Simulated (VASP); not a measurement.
# Tl (I4/mmm) in VASP: a series of runs, part 2 of 2

VASP 6.6.1.

### Step 3. Single point, PBEsol (engineering shear strain xz +0.0000, normal strain along z +0.0550)

The input, INCAR:

```
SYSTEM = Tl
  ALGO = Normal
  EDIFF = 1E-6
  ENCUT = 520
  GGA = PS
  ISIF = 2
  ISMEAR = 0
  LASPH = .TRUE.
  LCHARG = .FALSE.
  LREAL = .FALSE.
  LWAVE = .FALSE.
  NBANDS = 12
  NELM = 100
  PREC = Accurate
  SIGMA = 0.15
```

The input, KPOINTS:

```
k-points
0
G
  16 16 16
  0 0 0
```

The input, POSCAR:

```
Tl
1.0
    0.0000000000      2.4209731547      2.5541266782
    2.4209731547      0.0000000000      2.5541266782
    2.4209731547      2.4209731547      0.0000000000
Tl
1
Direct
    0.0000000000      0.0000000000      0.0000000000
```

Potentials or basis: VASP PAW PBE potentials, release 64 (Tl_d).

Started as:

```bash
$ cat potpaw_PBE.64/Tl_d/POTCAR > POTCAR
$ mpirun -np 1 vasp_std > vasp.out
```

OUTCAR:

```text
SYSTEM = Tl
   EDIFF = 1E-6
   ENCUT = 520
   GGA = PS
   ISIF = 2
   ISMEAR = 0
   LASPH = .TRUE.
   LREAL = .FALSE.
   NELM = 100
   PREC = Accurate

 ion  position               nearest neighbor table
   1  0.000  0.000  0.000-

  LATTYP: Found a body centered tetragonal cell.
 ALAT       =     3.4237730695
 C/A-ratio  =     1.4919953083

  Lattice vectors:

 A1 = (  -2.4209731547,   0.0000000000,   2.5541266782)
 A2 = (   2.4209731547,   0.0000000000,   2.5541266782)
 A3 = (   0.0000000000,   2.4209731547,  -2.5541266782)

Analysis of symmetry for initial positions (statically):
=====================================================================
 Subroutine PRICEL returns:
 Original cell was already a primitive cell.

 Routine SETGRP: Setting up the symmetry group for a
 body centered tetragonal supercell.

 Subroutine GETGRP returns: Found 16 space group operations
 (whereof 16 operations were pure point group operations)
 out of a pool of 16 trial point group operations.

The static configuration has the point symmetry D_4h.

Analysis of symmetry for dynamics (positions and initial velocities):
=====================================================================
 Subroutine PRICEL returns:
 Original cell was already a primitive cell.

 Routine SETGRP: Setting up the symmetry group for a
 body centered tetragonal supercell.

 Subroutine GETGRP returns: Found 16 space group operations
 (whereof 16 operations were pure point group operations)
 out of a pool of 16 trial point group operations.

The dynamic configuration has the point symmetry D_4h.

 Subroutine INISYM returns: Found 16 space group operations
 (whereof 16 operations are pure point group operations),
 and found     1 'primitive' translations

----------------------------------------------------------------------------------------

                                     Primitive cell

  volume of cell :      29.9400

  direct lattice vectors                    reciprocal lattice vectors
     0.000000000  2.420973155  2.554126678    -0.206528519  0.206528519  0.195761629
     2.420973155  0.000000000  2.554126678     0.206528519 -0.206528519  0.195761629
     2.420973155  2.420973155  0.000000000     0.206528519  0.206528519 -0.195761629

  length of vectors
     3.519186569  3.519186569  3.423773070     0.351611538  0.351611538  0.351611538

  position of ions in fractional coordinates (direct lattice)
     0.000000000  0.000000000  0.000000000

  ion indices of the primitive-cell ions
   primitive index   ion index
                 1           1

----------------------------------------------------------------------------------------

 KPOINTS: k-points

Automatic generation of k-mesh.
 Grid dimensions read from file:
 generate k-points for:   16   16   16

 Generating k-lattice:

  Cartesian coordinates                     Fractional coordinates (reciprocal lattice)
    -0.012908032  0.012908032  0.012235102     0.062500000  0.000000000  0.000000000
     0.012908032 -0.012908032  0.012235102     0.000000000  0.062500000  0.000000000
     0.012908032  0.012908032 -0.012235102     0.000000000  0.000000000  0.062500000

  Length of vectors
     0.021975721  0.021975721  0.021975721

  Shift w.r.t. Gamma in fractional coordinates (k-lattice)
     0.000000000  0.000000000  0.000000000

 Subroutine IBZKPT returns following result:
 ===========================================

 Found    349 irreducible k-points:

 Following reciprocal coordinates:
            Coordinates               Weight
  0.000000  0.000000  0.000000      1.000000
  0.062500  0.000000  0.000000      8.000000
  0.125000  0.000000  0.000000      8.000000
  0.187500  0.000000  0.000000      8.000000
  0.250000  0.000000  0.000000      8.000000
  0.312500  0.000000  0.000000      8.000000
[... 16 lines left out ...]
 -0.125000  0.062500  0.000000      8.000000
 -0.062500  0.062500  0.000000      4.000000
 [... further k-points ...]
   k-points           NKPTS =    349   k-points in BZ     NKDIM =    349   number of bands    NBANDS=     12
   number of dos      NEDOS =    301   number of ions     NIONS =      1
   total plane-waves  NPLWV =  21952
   dimension x,y,z NGX =    28 NGY =   28 NGZ =   28
   dimension x,y,z NGXF=    56 NGYF=   56 NGZF=   56
   ions per type =               1
   NGX,Y,Z   is equivalent  to a cutoff of  13.23, 13.23, 13.60 a.u.
   NGXF,Y,Z  is equivalent  to a cutoff of  26.45, 26.45, 27.19 a.u.
 SYSTEM =  Tl
   PREC   = accura    normal or accurate (medium, high low for compatibility)
   ISTART =      0    job   : 0-new  1-cont  2-samecut
   ICHARG =      2    charge: 1-file 2-atom 10-const
   ISPIN  =      1    spin polarized calculation?
   LNONCOLLINEAR =      F non collinear calculations
   LSORBIT =      F    spin-orbit coupling
   LASPH  =      T    aspherical Exc in radial PAW
   ENCUT  =  520.0 eV  38.22 Ry    6.18 a.u.   6.54  6.54  6.37*2*pi/ulx,y,z
   NELM   =    100;   NELMIN=  2; NELMDL= -5     # of ELM steps
   EDIFF  = 0.1E-05   stopping-criterion for ELM
   LREAL  =      F    real-space projection
   EDIFFG = 0.1E-04   stopping-criterion for IOM
   NSW    =      0    number of steps for IOM
   IBRION =     -1    ionic relax: 0-MD 1-quasi-New 2-CG
   NFREE  =      0    steps in history (QN), initial steepest desc. (CG)
   ISIF   =      2    stress and relaxation
   ISYM   =      2    0-nonsym 1-usesym 2-fastsym
   POTIM  = 0.5000    time-step for ionic-motion
   TEBEG  =    0.0;   TEEND  =   0.0 temperature during run
   PSTRESS=    0.0 pullay stress
   NELECT =      13.0000    total number of electrons
   NUPDOWN=      -1.0000    fix difference up-down
   EMIN   =  10.00;   EMAX   =-10.00  energy-range for DOS
   EFERMI =   0.00;   METHOD = LEGACY
   ISMEAR =     0;   SIGMA  =   0.15  broadening in eV -4-tet -1-fermi 0-gaus
   EFERMI_NEDOS =   21; number of points for ismear=-14 and -15
   IALGO  =     38    algorithm
   IMIX   =      4    mixing-type and parameters
     AMIX     =   0.40;   BMIX     =  1.00
     AMIX_MAG =   1.60;   BMIX_MAG =  1.00
  volume/ion in A,a.u.               =      29.94       202.05
  Fermi-wavevector in a.u.,A,eV,Ry     =   1.239667  2.342632 20.909094  1.536775
  Thomas-Fermi vector in A             =   2.374141
   LORBIT       =      0    0 simple, 1 ext, 2 COOP (PROOUT), +10 PAW based schemes
   GGA     = PS    functional components
   LHFCALC =     F    Hartree Fock is set to
   AEXX    =    0.0000 exact exchange contribution
   IVDW    =     0    specifies the selected vdW correction
   LEPSILON=     F    determine dielectric tensor
   LRPA    =     F    only Hartree local field effects (RPA)
 non-spin polarized calculation
 Gauss-broadening in eV      SIGMA  =   0.15
  energy-cutoff  :      520.00
  volume of cell :       29.94
 maximum number of plane-waves:       823
 NGX is ok and might be reduce to    28
   NGX = 13   NGY = 13   NGZ = 13

 number of electron      12.9999998 magnetization

 Free energy of the ion-electron system (eV)
  ---------------------------------------------------
  ext. energy  EPLUGINS =         0.00000000
  ---------------------------------------------------
  free energy    TOTEN  =        -2.61143767 eV

  energy without entropy =       -2.60582711  energy(sigma->0) =       -2.60863239

 E-fermi :   5.8432     XC(G=0): -10.1395

 val. band max:        5.8337312638   @ k =   0.3750   0.0000   0.0625
 cond. band min:       5.8523562912   @ k =  -0.3750   0.1875   0.4375
 fundamental gap:      0.0186250275
 Fermi energy:         5.8432183642

 k-point     1 :       0.0000    0.0000    0.0000
  band No.  band energies     occupation
      1      -5.6452      2.00000
      2      -5.5350      2.00000
      3      -5.5350      2.00000
      4      -5.3760      2.00000
      5      -5.2763      2.00000
      6      -3.8474      2.00000
      7      15.7705      0.00000
      8      15.7705      0.00000
      9      15.8949      0.00000
     10      16.8034      0.00000
     11      19.6742      0.00000
     12      20.5572      0.00000
[... 331 lines left out ...]
 k-point    24 :      -0.0625    0.0625    0.0000
  band No.  band energies     occupation
      1      -5.6091      2.00000
      2      -5.5504      2.00000
      3      -5.5145      2.00000
      4      -5.3621      2.00000
      5      -5.2952      2.00000
      6      -3.6245      2.00000
      7      13.8246      0.00000
      8      14.6680      0.00000
      9      15.9680      0.00000
     10      16.8686      0.00000
     11      20.0230      0.00000
     12      20.6193      0.00000

 [... further k-points ...]

------------------------ aborting loop because EDIFF is reached ----------------------------------------

  FORCE on cell =-STRESS in cart. coord.  units (eV):
  Direction    XX          YY          ZZ          XY          YZ          ZX
  --------------------------------------------------------------------------------------
  -------------------------------------------------------------------------------------
  Total       -0.3555825     -0.3555825     -0.3113179      0.0000000     -0.0000000      0.0000000
  in kB      -19.0282371    -19.0282371    -16.6595137      0.0000000     -0.0000000      0.0000000
  external PRESSURE =     -18.2386626 kB  Pullay stress =       0.0000000 kB

 VOLUME and BASIS-vectors are now :
 -----------------------------------------------------------------------------
  energy-cutoff  :      520.00
  volume of cell :       29.94
      direct lattice vectors                 reciprocal lattice vectors
     0.000000000  2.420973155  2.554126678    -0.206528519  0.206528519  0.195761629
     2.420973155  0.000000000  2.554126678     0.206528519 -0.206528519  0.195761629
     2.420973155  2.420973155  0.000000000     0.206528519  0.206528519 -0.195761629

 POSITION                                       TOTAL-FORCE (eV/Angst)
 -----------------------------------------------------------------------------------
      0.00000      0.00000      0.00000         0.000000      0.000000      0.000000
 -----------------------------------------------------------------------------------
    total drift:                               -0.000000     -0.000000     -0.000000

  FREE ENERGIE OF THE ION-ELECTRON SYSTEM (eV)
  ---------------------------------------------------
  free  energy   TOTEN  =        -2.6114376718 eV

  energy  without entropy=       -2.6058271121  energy(sigma->0) =       -2.60863239
```

OSZICAR:

```text
N       E                     dE             d eps       ncg     rms          rms(c)
DAV:   1     0.495257001197E+02    0.49526E+02   -0.66860E+03  8944   0.938E+02
DAV:   2    -0.205153132588E+01   -0.51577E+02   -0.50569E+02  9420   0.210E+02
DAV:   3    -0.264300264181E+01   -0.59147E+00   -0.59097E+00 10044   0.203E+01
DAV:   4    -0.264575138393E+01   -0.27487E-02   -0.27486E-02  9800   0.160E+00
DAV:   5    -0.264578552176E+01   -0.34138E-04   -0.34138E-04 10264   0.172E-01    0.184E+00
DAV:   6    -0.261658854171E+01    0.29197E-01   -0.48167E-02  9628   0.204E+00    0.133E+00
DAV:   7    -0.261176742421E+01    0.48211E-02   -0.13833E-02  9788   0.107E+00    0.624E-01
DAV:   8    -0.261143533906E+01    0.33209E-03   -0.39282E-04  9908   0.200E-01    0.372E-02
DAV:   9    -0.261143642764E+01   -0.10886E-05   -0.32221E-06  9892   0.194E-02    0.775E-03
DAV:  10    -0.261143768982E+01   -0.12622E-05   -0.11265E-06  9608   0.113E-02    0.830E-04
DAV:  11    -0.261143767178E+01    0.18046E-07   -0.16734E-08  5192   0.101E-03
   1 F= -.26114377E+01 E0= -.26086324E+01  d E =-.561056E-02
```

It took 2 min on 1 thread of Intel Xeon Platinum 8375C at 2.90GHz (Ice Lake), shared host; peak memory 0.25 GiB.

What came out:

- Free energy: -2.6114 eV
- Pressure: -1.8 GPa
- Band gap on the k mesh: none (metal or under the smearing width)

Levels at points of the mesh, in eV from the Fermi level:
```
           k point  band 3  band 4  band 5  band 6  band 7  band 8  band 9  band 10
(0.00, 0.00, 0.00)  -11.38  -11.22  -11.12   -9.69    9.93    9.93   10.05    10.96
(0.50, 0.00, 0.00)  -11.36  -10.97  -10.92   -5.26   -2.68    7.41    8.46    10.48
(0.50, 0.50, 0.00)  -10.96  -10.90  -10.90   -4.11   -1.95    4.47    4.47     7.77
(0.50, 0.00, 0.50)  -10.96  -10.92  -10.84   -3.42   -1.48    3.66    3.96     7.12
```

Caveat: the PAW data sets were made with another functional, which shifts forces and pressure a little.

### Step 4. Single point, PBEsol (engineering shear strain xz -0.0800, normal strain along z -0.1100)

The input, INCAR:

```
ALGO = Normal
EDIFF = 1E-7
ENCUT = 520
GGA = PS
ISIF = 2
ISMEAR = 0
LASPH = T
LCHARG = F
LREAL = F
LWAVE = F
NBANDS = 12
NELM = 60
PREC = Accurate
SIGMA = 0.15
```

The input, KPOINTS:

```
k-points
0
Gamma
  16 16 16
```

The input, POSCAR:

```
Tl
1.0
   -0.0968389262      2.4209731547      2.1546661077
    2.3241342285      0.0000000000      2.0578271815
    2.4209731547      2.4209731547     -0.0968389262
Tl
1
Direct
    0.0000000000      0.0000000000      0.0000000000
```

Started as:

```bash
$ cat potpaw_PBE.64/Tl_d/POTCAR > POTCAR
$ mpirun -np 1 vasp_std > vasp.out
```

It took 3.9 min on 1 thread of Intel Xeon Platinum 8375C at 2.90GHz (Ice Lake), shared host; peak memory 0.41 GiB.

It converged, with:

| Property | Result |
| --- | --- |
| Free energy | -2.5515 eV |
| Pressure | 6.3 GPa |
| Band gap on the k mesh | none (metal or under the smearing width) |

Stress tensor (GPa, compression positive):
```
6.40 0.00 2.20
0.00 6.03 0.00
2.20 0.00 6.54
```

Levels at points of the mesh, in eV from the Fermi level:
| k point | band 2 | band 3 | band 4 | band 5 | band 6 | band 7 | band 8 | band 9 | band 10 | band 11 |
| --- | --- | --- | --- | --- | --- | --- | --- | --- | --- | --- |
| (0.00, 0.00, 0.00) | -11.85 | -11.48 | -11.46 | -11.21 | -10.96 | 10.16 | 10.34 | 12.53 | 12.85 | 14.98 |
| (0.50, 0.00, 0.00) | -11.93 | -11.49 | -11.09 | -10.97 | -5.67 | -3.61 | 8.14 | 9.61 | 12.88 | 13.01 |
| (0.00, 0.50, 0.00) | -11.84 | -11.59 | -11.12 | -10.86 | -4.68 | -3.28 | 7.38 | 8.98 | 11.30 | 12.39 |
| (0.50, 0.50, 0.00) | -12.14 | -11.08 | -10.92 | -10.83 | -1.98 | -1.28 | 3.28 | 3.28 | 7.28 | 8.73 |
| (0.50, 0.00, 0.50) | -12.09 | -11.04 | -11.04 | -10.84 | -3.87 | -2.65 | 3.76 | 6.32 | 8.23 | 11.16 |
| (0.00, 0.50, 0.50) | -12.13 | -11.07 | -11.06 | -10.82 | -3.75 | -2.63 | 4.74 | 5.27 | 8.95 | 10.36 |

Caveat: the PAW data sets were made with another functional, which shifts forces and pressure a little. Spin-orbit coupling is left out, which matters for the levels of Tl.

### Step 5. Summary

```csv
cell,gap on the mesh (eV),pressure (GPa)
"engineering shear strain xz +0.0000, normal strain along z -0.1100",none,5.9
"engineering shear strain xz +0.0000, normal strain along z +0.0550",none,-1.8
"engineering shear strain xz -0.0800, normal strain along z -0.1100",none,6.3
```

Alike in all rows: task single point; level PBEsol; potentials or basis VASP PAW PBE potentials, release 64 (Tl_d); no spin polarisation; k mesh 16 × 16 × 16; cutoff (eV) 520; smearing gaussian 0.15 eV.

Caveats: the PAW data sets were made with another functional, which shifts forces and pressure a little.

Total energies depend on the potentials used, so only differences within one code and one set of settings carry meaning.
